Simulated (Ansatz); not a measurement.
## Cu₅Ni: rattling a relaxed structure

The cell was found from a structure generator's guess, not taken from experiment.

Theory: DFT PBE, scalar-relativistic, plane waves, PAW in Ansatz. Settings: cutoff 420 eV, Γ-centred mesh 18×18×4 on the computed 6-atom cell, Gaussian smearing of 0.10 eV; no spin polarisation.

The cell below (6 atoms, space group P-3m1 (No. 164)) is relaxed within its symmetry.

```
Cu Ni
1.0
     2.54968    0.00000    0.00000
    -1.27484    2.20809    0.00000
     0.00000    0.00000   12.49569
Cu Ni
5 1
Direct
  0.33333 0.66667 0.83621
  0.66667 0.33333 0.66809
  0.00000 0.00000 0.50000
  0.33333 0.66667 0.33191
  0.66667 0.33333 0.16379
  0.00000 0.00000 0.00000
```

For the test a repeat of it with 12 atoms (edges 2.55, 4.42, 12.50 Å) was strained at random (σ = 1.5 % a component), the atoms were moved at random (σ = 0.05 Å), and all was relaxed again on a coarse 8×6×2 mesh (in the run’s order of axes) with 0.20 eV smearing, with no symmetry imposed.

Trial moments died out on the coarse mesh, so the last step has no spin; another magnetic start might hold.

Question: Does it come back?

Answer: It returns, within 1 meV/atom of the unmoved cell on that mesh and with the same symmetry when read at 0.1 Å (C2/m at 0.01 Å, so small strains and shifts remain). No instability shows in this cell; modes of other wave vectors, which need another repeat, aren't tested.
